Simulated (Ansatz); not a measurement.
# Aluminium, fcc under LDA: testing the cold (Marzari-Vanderbilt) smearing

How small must the cold (Marzari-Vanderbilt) smearing width be for energy and pressure to settle? The geometry was relaxed under LDA beforehand and stays fixed; 7 values are run, from 0.01 to 1.0 eV. Wanted are the values from which on the energy stays within 10 and 1 meV/atom, and the pressure within 0.5 GPa, of the narrowest run. Within the series other settings stay, but some runs also write fields, which adds to their time. Spin polarisation is left out.

Method: DFT LDA, plane waves with PAW, scalar-relativistic, in Ansatz 0.2.0.

## Step 1: Starting point

The structure is cubic, space group Fm-3m (No. 225). The conventional cell has a = 3.983 Å, b = 3.983 Å, c = 3.983 Å, α = 90.00°, β = 90.00°, γ = 90.00°. Al (site symmetry m-3m) has 12 Al at 2.82 Å as nearest neighbours.

As a file:

```xyz
1
Lattice="0.0000 1.9916 1.9916 1.9916 0.0000 1.9916 1.9916 1.9916 0.0000" Properties=species:S:1:pos:R:3 pbc="T T T"
Al    0.0000    0.0000    0.0000
```

## Step 2: With a width of 0.01 eV

The run at 0.01 eV.

input.yaml

```yaml
crystal:
  lattice:
    - [0.0, 1.9916090303, 1.9916090303]
    - [1.9916090303, 0.0, 1.9916090303]
    - [1.9916090303, 1.9916090303, 0.0]
  atoms:
    - { symbol: Al, position: [0.0, 0.0, 0.0] }
hamiltonian:
  xc: lda
  pseudopotentials:
    kind: paw
    azcp:
      Al: "pseudopotentials/Al.paw.azcp"
basis:
  ecutwfc: 420
  fft_grid_basis: typed
kpoints:
  mp_grid: { grid: [14, 14, 14], shift: [0, 0, 0] }
magnetization:
  spin_polarized: false
scf:
  occupations: { method: cold, width: 0.01 }
  lower_state_search: "off"
output:
  stress: true
  write_density: true
  write_potential: true
  elf: true
  volumetric_format: npy
```

Started as:

```bash
> ansatz run input.yaml --threads 2 --pin off --max-ram 5120MiB --backend cpu --events-out ev --progress --plain --runs-dir out
```

The log of the run (excerpt; [...] marks lines left out):

```text
Warning: <dir> the record states the generating functional pbe (its physics header spells it `PBE`), which answers neither for hamiltonian.xc's functional nor for the lda family's — results may be inconsistent (PPs are generated against a specific XC)
Warning: RAYON_NUM_THREADS=2 ignored (pool sized by the plan → 2); use --threads N
[...]
Pseudopotentials: kind: paw
Pseudopotential: Al, paw, valence charge 3, recommended cutoff 420 eV (normal), <dir>
Functional definition: SPW92
[...]
Crystal: 1 atoms, lattice volume = 15.799 Å³
Basis set: ecut = 420 eV, 331 PW (Γ)
Bands: 6, of which v1, the nominal top of the filled ones, is band 2 counted from 1 (1 counted from 0)
Symmetry: 48 space group operations
Space group: Fm-3m (ITA 225), of the structure as read, at distance tolerance 2.5e-5 Å
k-points: 104 of 2744
[...]
SCF iter   1: F=—  HF=-512.871244 eV  |F-HF|=—  |Δ(HF+E_count)|=         —  Δρ=3.29e-3  dr2=1.56e-3  ethr=1.77e-3  ⟨swp⟩=5.1  Hψ=5684  notcnv=0
[...]
SCF iter   5: F=-512.870554 eV  HF=-512.870554 eV  |F-HF|=1.14e-13  |Δ(HF+E_count)|=  4.54e-10  S|Δr|=    0.00e0  Δρ=1.16e-7  dr2=1.11e-12  ethr=7.66e-11  ⟨swp⟩=3.3  Hψ=1908  notcnv=0
[...]
SCF converged after 5 iterations
Stability not checked: this state was not tested for a lower state beside it, because cold or Methfessel-Paxton smearing, or corrected tetrahedra, fill the levels in a way that the test cannot read (fill_not_monotonic; see scf.lower_state_search)
Free energy (F): -512.870554 eV
[...]
E sigma→0 (E₀):  -512.870548 eV
Entropy (-TS):   -0.000016 eV (-0.016 meV/atom)
Fermi energy:    8.138248 eV
[...]
--- Stress (GPa, compression-positive) ---
       -0.197355       0.000000       0.000000
        0.000000      -0.197355       0.000000
        0.000000       0.000000      -0.197355
  P = ⅓ Tr σ = -0.1974 GPa (-1.974 kbar)
--- Band table (eV; the first three rows and the last of 104) ---
  k-point 0: bands = ["-3.2052", "20.8825", "20.8825", "20.8825", "22.6618", "22.6618"]
[...]
```

It took 0.67 s on 2 threads of Arm Neoverse V1, shared host; peak memory 0.25 GiB.

## Step 3: With a width of 0.03 eV

The run at 0.03 eV.

Edit input.yaml of step 2 so:

```diff
@@ -21,3 +21,3 @@
 scf:
-  occupations: { method: cold, width: 0.01 }
+  occupations: { method: cold, width: 0.03 }
   lower_state_search: "off"
```

Started as:

```bash
> ansatz run input.yaml --threads 2 --pin off --max-ram 5120MiB --backend cpu --events-out ev --progress --plain --runs-dir out
```

The log of the run (excerpt; [...] marks lines left out):

```text
Warning: <dir> the record states the generating functional pbe (its physics header spells it `PBE`), which answers neither for hamiltonian.xc's functional nor for the lda family's — results may be inconsistent (PPs are generated against a specific XC)
Warning: RAYON_NUM_THREADS=2 ignored (pool sized by the plan → 2); use --threads N
[...]
[... 3 set-up lines as earlier in the session ...]
[...]
Crystal: 1 atoms, lattice volume = 15.799 Å³
Basis set: ecut = 420 eV, 331 PW (Γ)
Bands: 6, of which v1, the nominal top of the filled ones, is band 2 counted from 1 (1 counted from 0)
[... 2 set-up lines as earlier in the session ...]
k-points: 104 of 2744
[...]
SCF iter   1: F=—  HF=-512.871260 eV  |F-HF|=—  |Δ(HF+E_count)|=         —  Δρ=3.30e-3  dr2=1.56e-3  ethr=1.77e-3  ⟨swp⟩=4.9  Hψ=5661  notcnv=0
[...]
SCF iter   5: F=-512.870569 eV  HF=-512.870569 eV  |F-HF|=1.14e-13  |Δ(HF+E_count)|=  8.03e-10  S|Δr|=    0.00e0  Δρ=1.21e-7  dr2=1.11e-12  ethr=6.86e-11  ⟨swp⟩=3.2  Hψ=1913  notcnv=0
[...]
SCF converged after 5 iterations
Stability not checked: this state was not tested for a lower state beside it, because cold or Methfessel-Paxton smearing, or corrected tetrahedra, fill the levels in a way that the test cannot read (fill_not_monotonic; see scf.lower_state_search)
Free energy (F): -512.870569 eV
[...]
E sigma→0 (E₀):  -512.870564 eV
Entropy (-TS):   -0.000014 eV (-0.014 meV/atom)
Fermi energy:    8.145197 eV
[...]
--- Stress (GPa, compression-positive) ---
       -0.189502       0.000000       0.000000
        0.000000      -0.189502      -0.000000
        0.000000       0.000000      -0.189502
  P = ⅓ Tr σ = -0.1895 GPa (-1.895 kbar)
--- Band table (eV; the first three rows and the last of 104) ---
  k-point 0: bands = ["-3.2053", "20.8824", "20.8824", "20.8824", "22.6617", "22.6617"]
[...]
```

It took 0.65 s on 2 threads of Arm Neoverse V1, shared host; peak memory 0.25 GiB.

## Step 4: With a width of 0.1 eV

The run at 0.1 eV.

Edit input.yaml of step 3 so:

```diff
@@ -21,3 +21,3 @@
 scf:
-  occupations: { method: cold, width: 0.03 }
+  occupations: { method: cold, width: 0.1 }
   lower_state_search: "off"
```

Started as:

```bash
> ansatz run input.yaml --threads 2 --pin off --max-ram 5120MiB --backend cpu --events-out ev --progress --plain --runs-dir out
```

The log of the run (excerpt; [...] marks lines left out):

```text
Warning: <dir> the record states the generating functional pbe (its physics header spells it `PBE`), which answers neither for hamiltonian.xc's functional nor for the lda family's — results may be inconsistent (PPs are generated against a specific XC)
Warning: RAYON_NUM_THREADS=2 ignored (pool sized by the plan → 2); use --threads N
[...]
[... 3 set-up lines as earlier in the session ...]
[...]
Crystal: 1 atoms, lattice volume = 15.799 Å³
Basis set: ecut = 420 eV, 331 PW (Γ)
Bands: 6, of which v1, the nominal top of the filled ones, is band 2 counted from 1 (1 counted from 0)
[... 2 set-up lines as earlier in the session ...]
k-points: 104 of 2744
[...]
SCF iter   1: F=—  HF=-512.870875 eV  |F-HF|=—  |Δ(HF+E_count)|=         —  Δρ=3.26e-3  dr2=1.53e-3  ethr=1.77e-3  ⟨swp⟩=4.8  Hψ=5463  notcnv=0
[...]
SCF iter   5: F=-512.870195 eV  HF=-512.870195 eV  |F-HF|=4.55e-13  |Δ(HF+E_count)|=  6.72e-10  S|Δr|=    0.00e0  Δρ=1.25e-7  dr2=1.08e-12  ethr=8.17e-11  ⟨swp⟩=3.3  Hψ=1924  notcnv=0
[...]
SCF converged after 5 iterations
Stability not checked: this state was not tested for a lower state beside it, because cold or Methfessel-Paxton smearing, or corrected tetrahedra, fill the levels in a way that the test cannot read (fill_not_monotonic; see scf.lower_state_search)
Free energy (F): -512.870195 eV
[...]
E sigma→0 (E₀):  -512.870394 eV
Entropy (-TS):   0.000598 eV (0.598 meV/atom)
Fermi energy:    8.142642 eV
[...]
--- Stress (GPa, compression-positive) ---
       -0.262468      -0.000000       0.000000
        0.000000      -0.262468      -0.000000
       -0.000000      -0.000000      -0.262468
  P = ⅓ Tr σ = -0.2625 GPa (-2.625 kbar)
--- Band table (eV; the first three rows and the last of 104) ---
  k-point 0: bands = ["-3.2052", "20.8826", "20.8826", "20.8826", "22.6617", "22.6617"]
[...]
```

Wall time 0.67 s (2 threads of Arm Neoverse V1, shared host); peak memory 0.25 GiB.

## Step 5: With a width of 0.2 eV

The run at 0.2 eV.

Edit input.yaml of step 4 so:

```diff
@@ -21,3 +21,3 @@
 scf:
-  occupations: { method: cold, width: 0.1 }
+  occupations: { method: cold, width: 0.2 }
   lower_state_search: "off"
@@ -25,5 +25 @@
   stress: true
-  write_density: true
-  write_potential: true
-  elf: true
-  volumetric_format: npy
```

Started as:

```bash
> ansatz run input.yaml --threads 2 --pin off --max-ram 5120MiB --backend cpu --events-out ev --progress --plain --runs-dir out
```

The log of the run (excerpt; [...] marks lines left out):

```text
Warning: <dir> the record states the generating functional pbe (its physics header spells it `PBE`), which answers neither for hamiltonian.xc's functional nor for the lda family's — results may be inconsistent (PPs are generated against a specific XC)
Warning: RAYON_NUM_THREADS=2 ignored (pool sized by the plan → 2); use --threads N
[...]
[... 3 set-up lines as earlier in the session ...]
[...]
Crystal: 1 atoms, lattice volume = 15.799 Å³
Basis set: ecut = 420 eV, 331 PW (Γ)
Bands: 6, of which v1, the nominal top of the filled ones, is band 2 counted from 1 (1 counted from 0)
[... 2 set-up lines as earlier in the session ...]
k-points: 104 of 2744
[...]
SCF iter   1: F=—  HF=-512.870698 eV  |F-HF|=—  |Δ(HF+E_count)|=         —  Δρ=3.28e-3  dr2=1.56e-3  ethr=1.77e-3  ⟨swp⟩=4.8  Hψ=5208  notcnv=0
[...]
SCF iter   5: F=-512.870002 eV  HF=-512.870002 eV  |F-HF|=0.00e0  |Δ(HF+E_count)|=  7.65e-10  S|Δr|=    0.00e0  Δρ=1.27e-7  dr2=1.23e-12  ethr=7.82e-11  ⟨swp⟩=1.4  Hψ=1623  notcnv=0
[...]
SCF converged after 5 iterations
Stability not checked: this state was not tested for a lower state beside it, because cold or Methfessel-Paxton smearing, or corrected tetrahedra, fill the levels in a way that the test cannot read (fill_not_monotonic; see scf.lower_state_search)
Free energy (F): -512.870002 eV
[...]
E sigma→0 (E₀):  -512.870010 eV
Entropy (-TS):   0.000022 eV (0.022 meV/atom)
Fermi energy:    8.162724 eV
[...]
--- Stress (GPa, compression-positive) ---
       -0.226529      -0.000000      -0.000000
       -0.000000      -0.226529       0.000000
        0.000000      -0.000000      -0.226529
  P = ⅓ Tr σ = -0.2265 GPa (-2.265 kbar)
```

It took 0.48 s on 2 threads of Arm Neoverse V1, shared host; peak memory 0.24 GiB.

## Step 6: With a width of 0.3 eV

The run at 0.3 eV.

Edit input.yaml of step 5 so:

```diff
@@ -21,3 +21,3 @@
 scf:
-  occupations: { method: cold, width: 0.2 }
+  occupations: { method: cold, width: 0.3 }
   lower_state_search: "off"
```

Started as:

```bash
> ansatz run input.yaml --threads 2 --pin off --max-ram 5120MiB --backend cpu --events-out ev --progress --plain --runs-dir out
```

The log of the run (excerpt; [...] marks lines left out):

```text
Warning: <dir> the record states the generating functional pbe (its physics header spells it `PBE`), which answers neither for hamiltonian.xc's functional nor for the lda family's — results may be inconsistent (PPs are generated against a specific XC)
Warning: RAYON_NUM_THREADS=2 ignored (pool sized by the plan → 2); use --threads N
[...]
[... 3 set-up lines as earlier in the session ...]
[...]
Crystal: 1 atoms, lattice volume = 15.799 Å³
Basis set: ecut = 420 eV, 331 PW (Γ)
Bands: 6, of which v1, the nominal top of the filled ones, is band 2 counted from 1 (1 counted from 0)
[... 2 set-up lines as earlier in the session ...]
k-points: 104 of 2744
[...]
SCF iter   1: F=—  HF=-512.870936 eV  |F-HF|=—  |Δ(HF+E_count)|=         —  Δρ=3.31e-3  dr2=1.59e-3  ethr=1.77e-3  ⟨swp⟩=4.7  Hψ=5103  notcnv=0
[...]
SCF iter   5: F=-512.870228 eV  HF=-512.870228 eV  |F-HF|=3.41e-13  |Δ(HF+E_count)|=  7.56e-10  S|Δr|=    0.00e0  Δρ=1.28e-7  dr2=1.21e-12  ethr=7.62e-11  ⟨swp⟩=1.3  Hψ=1635  notcnv=0
[...]
SCF converged after 5 iterations
Stability not checked: this state was not tested for a lower state beside it, because cold or Methfessel-Paxton smearing, or corrected tetrahedra, fill the levels in a way that the test cannot read (fill_not_monotonic; see scf.lower_state_search)
Free energy (F): -512.870228 eV
[...]
E sigma→0 (E₀):  -512.869660 eV
Entropy (-TS):   -0.001703 eV (-1.703 meV/atom)
Fermi energy:    8.179631 eV
[...]
--- Stress (GPa, compression-positive) ---
       -0.168252      -0.000000       0.000000
       -0.000000      -0.168252       0.000000
       -0.000000      -0.000000      -0.168252
  P = ⅓ Tr σ = -0.1683 GPa (-1.683 kbar)
```

Wall time 0.47 s (2 threads of Arm Neoverse V1, shared host); peak memory 0.24 GiB.

## Step 7: With a width of 0.6 eV

The run at 0.6 eV.

Edit input.yaml of step 6 so:

```diff
@@ -21,3 +21,3 @@
 scf:
-  occupations: { method: cold, width: 0.3 }
+  occupations: { method: cold, width: 0.6 }
   lower_state_search: "off"
```

Started as:

```bash
> ansatz run input.yaml --threads 2 --pin off --max-ram 5120MiB --backend cpu --events-out ev --progress --plain --runs-dir out
```

The log of the run (excerpt; [...] marks lines left out):

```text
Warning: <dir> the record states the generating functional pbe (its physics header spells it `PBE`), which answers neither for hamiltonian.xc's functional nor for the lda family's — results may be inconsistent (PPs are generated against a specific XC)
Warning: RAYON_NUM_THREADS=2 ignored (pool sized by the plan → 2); use --threads N
[...]
[... 3 set-up lines as earlier in the session ...]
[...]
Crystal: 1 atoms, lattice volume = 15.799 Å³
Basis set: ecut = 420 eV, 331 PW (Γ)
Bands: 6, of which v1, the nominal top of the filled ones, is band 2 counted from 1 (1 counted from 0)
[... 2 set-up lines as earlier in the session ...]
k-points: 104 of 2744
[...]
SCF iter   1: F=—  HF=-512.875257 eV  |F-HF|=—  |Δ(HF+E_count)|=         —  Δρ=3.39e-3  dr2=1.68e-3  ethr=1.77e-3  ⟨swp⟩=4.7  Hψ=5070  notcnv=0
[...]
SCF iter   5: F=-512.874510 eV  HF=-512.874510 eV  |F-HF|=1.14e-13  |Δ(HF+E_count)|=  8.64e-10  S|Δr|=    0.00e0  Δρ=1.35e-7  dr2=1.30e-12  ethr=7.23e-11  ⟨swp⟩=1.4  Hψ=1664  notcnv=0
[...]
SCF converged after 5 iterations
Stability not checked: this state was not tested for a lower state beside it, because cold or Methfessel-Paxton smearing, or corrected tetrahedra, fill the levels in a way that the test cannot read (fill_not_monotonic; see scf.lower_state_search)
Free energy (F): -512.874510 eV
[...]
E sigma→0 (E₀):  -512.870963 eV
Entropy (-TS):   -0.010643 eV (-10.643 meV/atom)
Fermi energy:    8.211413 eV
[...]
--- Stress (GPa, compression-positive) ---
        0.003734       0.000000       0.000000
       -0.000000       0.003734      -0.000000
       -0.000000      -0.000000       0.003734
  P = ⅓ Tr σ = 0.0037 GPa (0.037 kbar)
```

Wall time 0.5 s (2 threads of Arm Neoverse V1, shared host); peak memory 0.24 GiB.

## Step 8: With a width of 1.0 eV

The run at 1.0 eV.

Edit input.yaml of step 7 so:

```diff
@@ -21,3 +21,3 @@
 scf:
-  occupations: { method: cold, width: 0.6 }
+  occupations: { method: cold, width: 1.0 }
   lower_state_search: "off"
@@ -25 +25,5 @@
   stress: true
+  write_density: true
+  write_potential: true
+  elf: true
+  volumetric_format: npy
```

Started as:

```bash
> ansatz run input.yaml --threads 2 --pin off --max-ram 5120MiB --backend cpu --events-out ev --progress --plain --runs-dir out
```

The log of the run (excerpt; [...] marks lines left out):

```text
Warning: <dir> the record states the generating functional pbe (its physics header spells it `PBE`), which answers neither for hamiltonian.xc's functional nor for the lda family's — results may be inconsistent (PPs are generated against a specific XC)
Warning: RAYON_NUM_THREADS=2 ignored (pool sized by the plan → 2); use --threads N
[...]
[... 3 set-up lines as earlier in the session ...]
[...]
Crystal: 1 atoms, lattice volume = 15.799 Å³
Basis set: ecut = 420 eV, 331 PW (Γ)
Bands: 6, of which v1, the nominal top of the filled ones, is band 2 counted from 1 (1 counted from 0)
[... 2 set-up lines as earlier in the session ...]
k-points: 104 of 2744
[...]
SCF iter   1: F=—  HF=-512.880947 eV  |F-HF|=—  |Δ(HF+E_count)|=         —  Δρ=3.47e-3  dr2=1.80e-3  ethr=1.77e-3  ⟨swp⟩=4.7  Hψ=5057  notcnv=0
[...]
SCF iter   5: F=-512.880145 eV  HF=-512.880145 eV  |F-HF|=2.27e-13  |Δ(HF+E_count)|=   1.01e-9  S|Δr|=    0.00e0  Δρ=1.44e-7  dr2=1.44e-12  ethr=6.84e-11  ⟨swp⟩=3.4  Hψ=2049  notcnv=0
[...]
SCF converged after 5 iterations
Stability not checked: this state was not tested for a lower state beside it, because cold or Methfessel-Paxton smearing, or corrected tetrahedra, fill the levels in a way that the test cannot read (fill_not_monotonic; see scf.lower_state_search)
Free energy (F): -512.880145 eV
[...]
E sigma→0 (E₀):  -512.876525 eV
Entropy (-TS):   -0.010860 eV (-10.860 meV/atom)
Fermi energy:    8.199852 eV
[...]
--- Stress (GPa, compression-positive) ---
        0.108254       0.000000       0.000000
        0.000000       0.108254       0.000000
        0.000000       0.000000       0.108254
  P = ⅓ Tr σ = 0.1083 GPa (1.083 kbar)
--- Band table (eV; the first three rows and the last of 104) ---
  k-point 0: bands = ["-3.2047", "20.8833", "20.8833", "20.8833", "22.6633", "22.6633"]
[...]
```

It took 0.67 s on 2 threads of Arm Neoverse V1, shared host; peak memory 0.25 GiB.

## Step 9: The series

Differences are taken from the run at 0.01 eV.

```
smearing (eV)  F (meV/atom)  E(σ → 0) (meV/atom)  P (GPa)  SCF cycles  CPU time
         0.01          0.00                 0.00    -0.20           5     1.2 s
         0.03         -0.02                -0.02    -0.19           5     1.1 s
          0.1          0.36                 0.15    -0.26           5     1.1 s
          0.2          0.55                 0.54    -0.23           5    0.79 s
          0.3          0.33                 0.89    -0.17           5    0.77 s
          0.6         -3.96                -0.41     0.00           5    0.81 s
          1.0         -9.59                -5.98     0.11           5     1.1 s
```

## Step 10: Results

| quantity | value |
| --- | --- |
| E(σ → 0) stays within 10 meV/atom of 0.01 eV | up to 1.0 eV |
| E(σ → 0) stays within 1 meV/atom | up to 0.6 eV |
| pressure stays within 0.5 GPa | up to 1.0 eV |
| pressure at 0.01 eV | -0.20 GPa |
| energy of a separate run on a finer mesh (22×22×22) | -8.7 meV/atom from 0.01 eV |

**Reading.** The far end, 1.0 eV, lies -6.0 meV/atom and +0.3 GPa from the yardstick. The free energy F moves by -9.6 meV/atom over the range, and the estimate for σ → 0 by -6.0. This scheme cancels the term in the square of the width, so F moves little up to 0.2 eV. The mesh (14×14×14) is fixed, so the narrowest widths carry a k-point error of their own. The yardstick itself is unsettled by 8.7 meV/atom against the finer mesh, so the thresholds above hold only within this series, and wider smearing, which averages over more states, can land nearer the fine-mesh value than the narrowest does. The cell taken over is 5 % smaller than the measured one (16.60 Å³/atom, COD).
